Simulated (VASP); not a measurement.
# Sb2S3 (Pnma) in VASP: single point with PBE

Aim: the single point of Sb2S3 with PBE.

Program: VASP 6.6.1. These are calculated values, not measurements. Logs are shortened: lines on timing, memory, paths and dates and some standing lists are left out, and cuts for length are marked.

### Step 1. The structure

It takes space group Pnma (No. 62, orthorhombic). Conventional cell: a = 11.800 Å, b = 3.845 Å, c = 11.367 Å, α = 90.00°, β = 90.00°, γ = 90.00°. Around Sb (site symmetry m) lie 3 S at 2.46 to 2.69 Å. Around Sb (site symmetry m) lie 3 S at 2.52 to 2.54 Å. Around S (site symmetry m) lie 2 Sb at 2.54 Å. S (site symmetry m) has 1 Sb at 2.46 Å as nearest neighbours. Around S (site symmetry m) lie 3 Sb at 2.52 to 2.69 Å.

The cell is a database's computed one.

### Step 2. Single point, PBE

Input file INCAR:

```
SYSTEM = Sb2S3
  ALGO = Fast
  EDIFF = 1E-7
  ENCUT = 520
  GGA = PE
  ISIF = 2
  ISMEAR = 0
  LASPH = .True.
  LCHARG = .False.
  LREAL = Auto
  LWAVE = .False.
  NBANDS = 72
  NELM = 100
  PREC = Accurate
  SIGMA = 0.1
```

Input file KPOINTS:

```
k-points
0
Gamma
  2 6 2
  0 0 0
```

Input file POSCAR:

```
Sb2S3
1.0
   11.8001184500      0.0000000000      0.0000000000
    0.0000000000      3.8447329100      0.0000000000
    0.0000000000      0.0000000000     11.3671411400
Sb S
8 12
Direct
    0.8573504000      0.7500000000      0.4655836200
    0.1426496000      0.2500000000      0.5344163800
    0.6426496000      0.2500000000      0.9655836200
    0.3573504000      0.7500000000      0.0344163800
    0.9669436000      0.2500000000      0.1730826700
    0.0330564000      0.7500000000      0.8269173300
    0.5330564000      0.7500000000      0.6730826700
    0.4669436000      0.2500000000      0.3269173300
    0.8759271600      0.7500000000      0.0614694900
    0.1240728400      0.2500000000      0.9385305100
    0.6240728400      0.2500000000      0.5614694900
    0.3759271600      0.7500000000      0.4385305100
    0.0485414500      0.7500000000      0.3792320400
    0.9514585500      0.2500000000      0.6207679600
    0.4514585500      0.2500000000      0.8792320400
    0.5485414500      0.7500000000      0.1207679600
    0.3002492700      0.2500000000      0.1885476100
    0.6997507300      0.7500000000      0.8114523900
    0.1997507300      0.7500000000      0.6885476100
    0.8002492700      0.2500000000      0.3114523900
```

Potentials or basis: VASP PAW PBE potentials, release 64 (Sb, S).

On the command line:

```bash
$ cat potpaw_PBE.64/Sb/POTCAR potpaw_PBE.64/S/POTCAR > POTCAR
$ mpirun -np 1 vasp_std > vasp.out
```

OUTCAR:

```text
SYSTEM = Sb2S3
   EDIFF = 1E-7
   ENCUT = 520
   GGA = PE
   ISIF = 2
   ISMEAR = 0
   LASPH = .True.
   LREAL = Auto
   NELM = 100
   PREC = Accurate

 ion  position               nearest neighbor table
   1  0.857  0.750  0.466-  13 2.46  20 2.69  20 2.69  14 2.84  14 2.84
   2  0.143  0.250  0.534-  14 2.46  19 2.69  19 2.69  13 2.84  13 2.84
   3  0.643  0.250  0.966-  15 2.46  18 2.69  18 2.69  16 2.84  16 2.84
   4  0.357  0.750  0.034-  16 2.46  17 2.69  17 2.69  15 2.84  15 2.84
   5  0.967  0.250  0.173-  20 2.52   9 2.54   9 2.54  13 3.18  13 3.18  10 3.25
   6  0.033  0.750  0.827-  19 2.52  10 2.54  10 2.54  14 3.18  14 3.18   9 3.25
   7  0.533  0.750  0.673-  18 2.52  11 2.54  11 2.54  15 3.18  15 3.18  12 3.25
   8  0.467  0.250  0.327-  17 2.52  12 2.54  12 2.54  16 3.18  16 3.18  11 3.25
   9  0.876  0.750  0.061-   5 2.54   5 2.54   6 3.25
  10  0.124  0.250  0.939-   6 2.54   6 2.54   5 3.25
  11  0.624  0.250  0.561-   7 2.54   7 2.54   8 3.25
  12  0.376  0.750  0.439-   8 2.54   8 2.54   7 3.25
  13  0.049  0.750  0.379-   1 2.46   2 2.84   2 2.84   5 3.18   5 3.18
  14  0.951  0.250  0.621-   2 2.46   1 2.84   1 2.84   6 3.18   6 3.18
  15  0.451  0.250  0.879-   3 2.46   4 2.84   4 2.84   7 3.18   7 3.18
  16  0.549  0.750  0.121-   4 2.46   3 2.84   3 2.84   8 3.18   8 3.18
  17  0.300  0.250  0.189-   8 2.52   4 2.69   4 2.69
  18  0.700  0.750  0.811-   7 2.52   3 2.69   3 2.69
  19  0.200  0.750  0.689-   6 2.52   2 2.69   2 2.69
  20  0.800  0.250  0.311-   5 2.52   1 2.69   1 2.69

  LATTYP: Found a simple orthorhombic cell.
 ALAT       =     3.8447329100
 B/A-ratio  =     2.9565489739
 C/A-ratio  =     3.0691646796

  Lattice vectors:

 A1 = (   0.0000000000,   3.8447329100,   0.0000000000)
 A2 = (   0.0000000000,   0.0000000000,  11.3671411400)
 A3 = (  11.8001184500,   0.0000000000,   0.0000000000)

Analysis of symmetry for initial positions (statically):
=====================================================================
 Subroutine PRICEL returns:
 Original cell was already a primitive cell.

 Routine SETGRP: Setting up the symmetry group for a
 simple orthorhombic supercell.

 Subroutine GETGRP returns: Found  8 space group operations
 (whereof  2 operations were pure point group operations)
 out of a pool of  8 trial point group operations.

The static configuration has the point symmetry S_2 .
 The point group associated with its full space group is D_2h.

Analysis of symmetry for dynamics (positions and initial velocities):
=====================================================================
 Subroutine PRICEL returns:
 Original cell was already a primitive cell.

 Routine SETGRP: Setting up the symmetry group for a
 simple orthorhombic supercell.

 Subroutine GETGRP returns: Found  8 space group operations
 (whereof  2 operations were pure point group operations)
 out of a pool of  8 trial point group operations.

The dynamic configuration has the point symmetry S_2 .
 The point group associated with its full space group is D_2h.

 Subroutine INISYM returns: Found  8 space group operations
 (whereof  2 operations are pure point group operations),
 and found     1 'primitive' translations

----------------------------------------------------------------------------------------

                                     Primitive cell

  volume of cell :     515.7079

  direct lattice vectors                    reciprocal lattice vectors
    11.800118450  0.000000000  0.000000000     0.084744912  0.000000000  0.000000000
     0.000000000  3.844732910  0.000000000     0.000000000  0.260096091  0.000000000
     0.000000000  0.000000000 11.367141140     0.000000000  0.000000000  0.087972867

  length of vectors
    11.800118450  3.844732910 11.367141140     0.084744912  0.260096091  0.087972867

  position of ions in fractional coordinates (direct lattice)
     0.857350400  0.750000000  0.465583620
     0.142649600  0.250000000  0.534416380
     0.642649600  0.250000000  0.965583620
     0.357350400  0.750000000  0.034416380
     0.966943600  0.250000000  0.173082670
     0.033056400  0.750000000  0.826917330
[... 12 lines left out ...]
     0.199750730  0.750000000  0.688547610
     0.800249270  0.250000000  0.311452390

  ion indices of the primitive-cell ions
   primitive index   ion index
                 1           1
                 2           2
                 3           3
                 4           4
                 5           5
                 6           6
[... 12 lines left out ...]
                19          19
                20          20

----------------------------------------------------------------------------------------

 KPOINTS: k-points

Automatic generation of k-mesh.
 Grid dimensions read from file:
 generate k-points for:    2    6    2

 Generating k-lattice:

  Cartesian coordinates                     Fractional coordinates (reciprocal lattice)
     0.042372456  0.000000000  0.000000000     0.500000000  0.000000000  0.000000000
     0.000000000  0.043349348  0.000000000     0.000000000  0.166666667  0.000000000
     0.000000000  0.000000000  0.043986434     0.000000000  0.000000000  0.500000000

  Length of vectors
     0.042372456  0.043349348  0.043986434

  Shift w.r.t. Gamma in fractional coordinates (k-lattice)
     0.000000000  0.000000000  0.000000000

 Subroutine IBZKPT returns following result:
 ===========================================

 Found     16 irreducible k-points:

 Following reciprocal coordinates:
            Coordinates               Weight
  0.000000  0.000000  0.000000      1.000000
  0.500000  0.000000  0.000000      1.000000
  0.000000  0.166667  0.000000      2.000000
  0.500000  0.166667  0.000000      2.000000
  0.000000  0.333333  0.000000      2.000000
  0.500000  0.333333  0.000000      2.000000
[... 8 lines left out ...]
  0.000000  0.500000  0.500000      1.000000
  0.500000  0.500000  0.500000      1.000000
   k-points           NKPTS =     16   k-points in BZ     NKDIM =     16   number of bands    NBANDS=     72
   number of dos      NEDOS =    301   number of ions     NIONS =     20
   total plane-waves  NPLWV = 243000
   dimension x,y,z NGX =    90 NGY =   30 NGZ =   90
   dimension x,y,z NGXF=   180 NGYF=   60 NGZF=  180
   ions per type =               8  12
   NGX,Y,Z   is equivalent  to a cutoff of  12.68, 12.97, 13.16 a.u.
   NGXF,Y,Z  is equivalent  to a cutoff of  25.36, 25.94, 26.33 a.u.
 SYSTEM =  Sb2S3
   PREC   = accura    normal or accurate (medium, high low for compatibility)
   ISTART =      0    job   : 0-new  1-cont  2-samecut
   ICHARG =      2    charge: 1-file 2-atom 10-const
   ISPIN  =      1    spin polarized calculation?
   LNONCOLLINEAR =      F non collinear calculations
   LSORBIT =      F    spin-orbit coupling
   LASPH  =      T    aspherical Exc in radial PAW
   ENCUT  =  520.0 eV  38.22 Ry    6.18 a.u.  21.94  7.15 21.14*2*pi/ulx,y,z
   NELM   =    100;   NELMIN=  2; NELMDL= -5     # of ELM steps
   EDIFF  = 0.1E-06   stopping-criterion for ELM
   LREAL  =      T    real-space projection
   EDIFFG = 0.1E-05   stopping-criterion for IOM
   NSW    =      0    number of steps for IOM
   IBRION =     -1    ionic relax: 0-MD 1-quasi-New 2-CG
   NFREE  =      0    steps in history (QN), initial steepest desc. (CG)
   ISIF   =      2    stress and relaxation
   ISYM   =      2    0-nonsym 1-usesym 2-fastsym
   POTIM  = 0.5000    time-step for ionic-motion
   TEBEG  =    0.0;   TEEND  =   0.0 temperature during run
   PSTRESS=    0.0 pullay stress
   NELECT =     112.0000    total number of electrons
   NUPDOWN=      -1.0000    fix difference up-down
   EMIN   =  10.00;   EMAX   =-10.00  energy-range for DOS
   EFERMI =   0.00;   METHOD = LEGACY
   ISMEAR =     0;   SIGMA  =   0.10  broadening in eV -4-tet -1-fermi 0-gaus
   EFERMI_NEDOS =   21; number of points for ismear=-14 and -15
   IALGO  =     68    algorithm
   IMIX   =      4    mixing-type and parameters
     AMIX     =   0.40;   BMIX     =  1.00
     AMIX_MAG =   1.60;   BMIX_MAG =  1.00
  volume/ion in A,a.u.               =      25.79       174.01
  Fermi-wavevector in a.u.,A,eV,Ry     =   0.984040  1.859567 13.175003  0.968335
  Thomas-Fermi vector in A             =   2.115243
   LORBIT       =      0    0 simple, 1 ext, 2 COOP (PROOUT), +10 PAW based schemes
   GGA     = PE    functional components
   LHFCALC =     F    Hartree Fock is set to
   AEXX    =    0.0000 exact exchange contribution
   IVDW    =     0    specifies the selected vdW correction
   LEPSILON=     F    determine dielectric tensor
   LRPA    =     F    only Hartree local field effects (RPA)
 non-spin polarized calculation
 RMM-DIIS sequential band-by-band and
 Gauss-broadening in eV      SIGMA  =   0.10
  energy-cutoff  :      520.00
  volume of cell :      515.71
 maximum number of plane-waves:     13934
 NGX is ok and might be reduce to    90
   NGX = 43   NGY = 15   NGZ = 43

 number of electron     111.9999986 magnetization

 Free energy of the ion-electron system (eV)
  ---------------------------------------------------
  ext. energy  EPLUGINS =         0.00000000
  ---------------------------------------------------
  free energy    TOTEN  =       -87.72425294 eV

  energy without entropy =      -87.72425294  energy(sigma->0) =      -87.72425294

 E-fermi :   5.0454     XC(G=0):  -9.1157

 val. band max:        4.5565129880   @ k =   0.0000   0.0000   0.0000
 cond. band min:       5.8823734388   @ k =   0.0000   0.0000   0.5000
 fundamental gap:      1.3258604508
 Fermi energy:         5.0453732966

 k-point     1 :       0.0000    0.0000    0.0000
  band No.  band energies     occupation
      1      -9.5285      2.00000
      2      -9.3564      2.00000
      3      -8.8693      2.00000
      4      -8.7700      2.00000
      5      -8.6319      2.00000
      6      -8.4916      2.00000
[... 60 lines left out ...]
     67       7.4398      0.00000
     68       7.6484      0.00000

 k-point     2 :       0.5000    0.0000    0.0000
  band No.  band energies     occupation
      1      -9.4519      2.00000
      2      -9.4519      2.00000
      3      -8.8074      2.00000
      4      -8.8074      2.00000
      5      -8.5759      2.00000
      6      -8.5759      2.00000
[... 60 lines left out ...]
     67       7.6504      0.00000
     68       7.6595      0.00000

 k-point     3 :       0.0000    0.1667    0.0000
  band No.  band energies     occupation
      1      -9.3233      2.00000
      2      -9.1585      2.00000
      3      -8.6830      2.00000
      4      -8.5890      2.00000
      5      -8.4387      2.00000
      6      -8.3158      2.00000
[... 912 lines left out ...]
     67       8.0106      0.00000
     68       8.0117      0.00000

 k-point    16 :       0.5000    0.5000    0.5000
  band No.  band energies     occupation
      1      -7.9145      2.00000
      2      -7.9145      2.00000
      3      -7.9145      2.00000
      4      -7.9145      2.00000
      5      -7.6548      2.00000
      6      -7.6548      2.00000
[... 60 lines left out ...]
     67       8.0103      0.00000
     68       8.0119      0.00000
 [bands above 68 left out]

------------------------ aborting loop because EDIFF is reached ----------------------------------------

  FORCE on cell =-STRESS in cart. coord.  units (eV):
  Direction    XX          YY          ZZ          XY          YZ          ZX
  --------------------------------------------------------------------------------------
  -------------------------------------------------------------------------------------
  Total        4.7754642      4.1948811      3.3426094      0.0000000      0.0000000      0.0000000
  in kB       14.8361899     13.0324611     10.3846634      0.0000000      0.0000000      0.0000000
  external PRESSURE =      12.7511048 kB  Pullay stress =       0.0000000 kB

 VOLUME and BASIS-vectors are now :
 -----------------------------------------------------------------------------
  energy-cutoff  :      520.00
  volume of cell :      515.71
      direct lattice vectors                 reciprocal lattice vectors
    11.800118450  0.000000000  0.000000000     0.084744912  0.000000000  0.000000000
     0.000000000  3.844732910  0.000000000     0.000000000  0.260096091  0.000000000
     0.000000000  0.000000000 11.367141140     0.000000000  0.000000000  0.087972867

 POSITION                                       TOTAL-FORCE (eV/Angst)
 -----------------------------------------------------------------------------------
     10.11684      2.88355      5.29235        -0.157500     -0.000000      0.124056
      1.68328      0.96118      6.07479         0.157500      0.000000     -0.124056
      7.58334      0.96118     10.97593         0.157500     -0.000000      0.124056
      4.21678      2.88355      0.39122        -0.157500     -0.000000     -0.124056
     11.41005      0.96118      1.96746         0.241565      0.000000      0.109192
      0.39007      2.88355      9.39969        -0.241565      0.000000     -0.109192
[... 12 lines left out ...]
      2.35708      2.88355      7.82682         0.177592      0.000000      0.002876
      9.44304      0.96118      3.54032        -0.177592     -0.000000     -0.002876
 -----------------------------------------------------------------------------------
    total drift:                                0.000000      0.000000     -0.000000

  FREE ENERGIE OF THE ION-ELECTRON SYSTEM (eV)
  ---------------------------------------------------
  free  energy   TOTEN  =       -87.7242529371 eV

  energy  without entropy=      -87.7242529371  energy(sigma->0) =      -87.72425294
```

Wall time 8.8 min (1 thread of AMD EPYC 9R45 (Zen 5), shared host); peak memory 0.69 GiB.

Results:

- Free energy: -87.7243 eV
- Pressure: 1.3 GPa
- Largest force: 0.265 eV/Å
- Band gap on the k mesh: 1.33 eV, indirect (least direct gap 1.38 eV)

Forces in eV/Å, atoms in the order of the input:
```
Sb  -0.158  0.000  0.124
Sb   0.158  0.000 -0.124
Sb   0.158  0.000  0.124
Sb  -0.158  0.000 -0.124
Sb   0.242  0.000  0.109
Sb  -0.242  0.000 -0.109
Sb  -0.242  0.000  0.109
Sb   0.242  0.000 -0.109
S   -0.143  0.000 -0.179
S    0.143  0.000  0.179
S    0.143  0.000 -0.179
S   -0.143  0.000  0.179
S    0.143  0.000 -0.184
S   -0.143  0.000  0.184
S   -0.143  0.000 -0.184
S    0.143  0.000  0.184
S   -0.178  0.000  0.003
S    0.178  0.000 -0.003
S    0.178  0.000  0.003
S   -0.178  0.000 -0.003
```

Stress tensor (GPa, compression positive):
```
1.48 0.00 0.00
0.00 1.30 0.00
0.00 0.00 1.04
```

Caveat: spin-orbit coupling is left out, which moves the levels of the heavy elements.
